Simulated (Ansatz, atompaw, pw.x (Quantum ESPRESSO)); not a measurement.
gallium (Ga): one change to the PAW (atompaw) potential, in the atom and in the fcc crystal

```
Element                 : Ga (Z = 31)
Generator               : atompaw 4.2.0.5
Type                    : PAW
Functional              : PBEsol
Relativity              : scalar-relativistic
Frozen core             : [Ar] 3d10
Valence charge          : 3
Reference configuration : 4s2 4p1
Partial waves           : 4s (bound): rc 3.00 bohr; 4s channel at -0.2 Ry: rc 3.00 bohr; 4p (bound): rc 3.00 bohr; 4p channel at 1.6 Ry: rc 3.00 bohr
Local potential         : bessel scheme, radius 2.60 bohr
Core correction         : smooth core density matched at 2.20 bohr
Augmentation charge     : besselshape compensation charge, radius 2.70 bohr; PAW radius 3.00 bohr; waves and projectors: custom rrkj vanderbiltortho
```

Change: all radii scaled by about 1.07 (s 3.20, p 3.20 bohr); local potential bessel scheme, radius 2.78 bohr; augmentation besselshape compensation charge, radius 2.88 bohr; PAW radius 3.20 bohr; waves and projectors: custom rrkj vanderbiltortho; core correction smooth core density matched at 2.36 bohr.

Cutoffs, loose and tight: the cutoffs (Ry, on a coarse ladder) from which the occupation-weighted sum of valence levels, in a spherical-Bessel basis at the reference potential, stays within 10 and 1 mRy of its value at 400 Ry. They see the waves and projectors alone, not the compensation charge or the core.

Crystal test: fcc Ga in pw.x 7.5, no spin, 14³ k-points, Fermi–Dirac smearing 0.01 Ry, cutoffs set for each file from its atomic test. The reference is all-electron LAPW (Ansatz 0.2.0) with the same functional, mesh and smearing; V0 and B0 come from Birch–Murnaghan fits to the pressures at five volumes. Errors are pseudo minus all-electron; Δ is the rms difference of the E(V) curves that follow from these fits, minima aligned, over ±6 % about the mean V0. Mesh and smearing are coarse, so the numbers serve the comparison and aren't converged zero-temperature values; the lattice is a test structure that the element need not adopt.

All-electron: a0 = 4.140 Å (V0 = 17.74 Å³/atom), B0 = 60.2 GPa.

Task: Does the change bring the crystal closer to the all-electron result?

Result: The mean pressure error goes from -6.99 to -4.34 GPa, so the change moves the solid closer to the all-electron pressures. Neither pressure curve crosses zero within the volumes sampled, so no fits are given.

| quantity | base | changed |
| --- | --- | --- |
| outcome (atom) | generated | generated |
| cutoff, loose (atom) | 6 Ry | 6 Ry |
| cutoff, tight (atom) | 6 Ry | 6 Ry |
| bound ghosts (atom) | none | none |
| cutoffs in pw.x (Ry) | 40/400 | 40/400 |
| mean pressure error (GPa) | -6.99 | -4.34 |

Base: The largest radius (3.00 bohr) exceeds half the bond length (2.76 bohr), so the spheres overlap, which is one possible source of error among others. This is a poor potential for the solid. Changed file: The largest radius (3.20 bohr) exceeds half the bond length (2.76 bohr), so the spheres overlap, which is one possible source of error among others. This is a poor potential for the solid.
